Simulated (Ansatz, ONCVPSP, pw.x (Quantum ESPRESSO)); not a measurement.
# What a changed setting does to a pw.x run (fcc N)

Potential: optimised norm-conserving Vanderbilt (ONCV), ONCVPSP 4.0.1, PBE; core [He], reference 2s1 2p4; waves: 2s: rc 0.75 bohr, ncon 3, nbas 7, qcut 9 1/bohr, local; 2p: rc 1.55 bohr, ncon 3, nbas 7, qcut 9.7 1/bohr, 2 projectors, debl 3.1 Ha; local part: the s channel; core correction: none.

The reference run (k-mesh 18³, cutoffs 90/360 Ry, Fermi–Dirac 0.01 Ry, mixing_beta 0.4, conv_thr 1e-9, no spin) gives 1.74 GPa at 7.602 Å³/atom, where all-electron LAPW gives 0.28 GPa. This run, with its own iteration cap, changes mixing_mode to TF.

```
&control
  calculation='scf', prefix='x', pseudo_dir='./', outdir='./tmp', tstress=.true., disk_io='none'
/
&system
  ibrav=0, nat=1, ntyp=1, ecutwfc=90, ecutrho=360, nbnd=9,
  occupations='smearing', smearing='fd', degauss=0.01
/
&electrons
  conv_thr=1e-09, mixing_beta=0.4, electron_maxstep=70, mixing_mode='TF'
/
ATOMIC_SPECIES
N 1.0 N.UPF
CELL_PARAMETERS angstrom
  0.00000000 1.56062762 1.56062762
  1.56062762 0.00000000 1.56062762
  1.56062762 1.56062762 0.00000000
ATOMIC_POSITIONS crystal
N 0.0000 0.0000 0.0000
K_POINTS automatic
18 18 18 0 0 0
```

```bash
pw.x < N.scf.in > N.scf.out
```

**Question.** How does the run end?

**Answer.** It converges in 7 iterations; the free energy moves by +0.0 meV/atom and the pressure by -0.01 GPa. The result is that of the reference run.

```
Message from routine setup:
     using ibrav=0 with symmetry is DISCOURAGED, use correct ibrav instead
     lattice parameter (alat)  =       4.1707  a.u.
     unit-cell volume          =      51.3008 (a.u.)^3
     number of electrons       =         5.00
     number of Kohn-Sham states=            9
     kinetic-energy cutoff     =      90.0000  Ry
     charge density cutoff     =     360.0000  Ry
     scf convergence threshold =      1.0E-09
     Exchange-correlation= PBE
     number of k points=   195  Fermi-Dirac smearing, width (Ry)=  0.0100
     iteration #  1     ecut=    90.00 Ry     beta= 0.40
     total energy              =     -19.49779912 Ry
     estimated scf accuracy    <       0.00172574 Ry
     iteration #  2     ecut=    90.00 Ry     beta= 0.40
     total energy              =     -19.49799578 Ry
     estimated scf accuracy    <       0.00071705 Ry
     iteration #  3     ecut=    90.00 Ry     beta= 0.40
     total energy              =     -19.49803680 Ry
     estimated scf accuracy    <       0.00002975 Ry
     iteration #  4     ecut=    90.00 Ry     beta= 0.40
     total energy              =     -19.49803981 Ry
     estimated scf accuracy    <       0.00000049 Ry
     iteration #  5     ecut=    90.00 Ry     beta= 0.40
     total energy              =     -19.49803987 Ry
     estimated scf accuracy    <       0.00000012 Ry
     iteration #  6     ecut=    90.00 Ry     beta= 0.40
     total energy              =     -19.49803989 Ry
     estimated scf accuracy    <          1.8E-09 Ry
     iteration #  7     ecut=    90.00 Ry     beta= 0.40
     the Fermi energy is     8.2962 ev
!    total energy              =     -19.49803989 Ry
     estimated scf accuracy    <          7.5E-10 Ry
     smearing contrib. (-TS)   =      -0.00317714 Ry
     The total energy is F=E-TS. E is the sum of the following terms:
     one-electron contribution =       2.88483941 Ry
     hartree contribution      =       1.72526081 Ry
     xc contribution           =      -4.67203986 Ry
     ewald contribution        =     -19.43292312 Ry
     convergence has been achieved in   7 iterations
          total   stress  (Ry/bohr**3)                   (kbar)     P=       17.30
     Message from routine punch:
     Nothing written, as per user request (disk_io='none')
```

The run took about 15 s on one core of a shared host (Intel(R) Xeon(R) Processor @ 2.60GHz, 24 threads, 32 GiB, load 7).
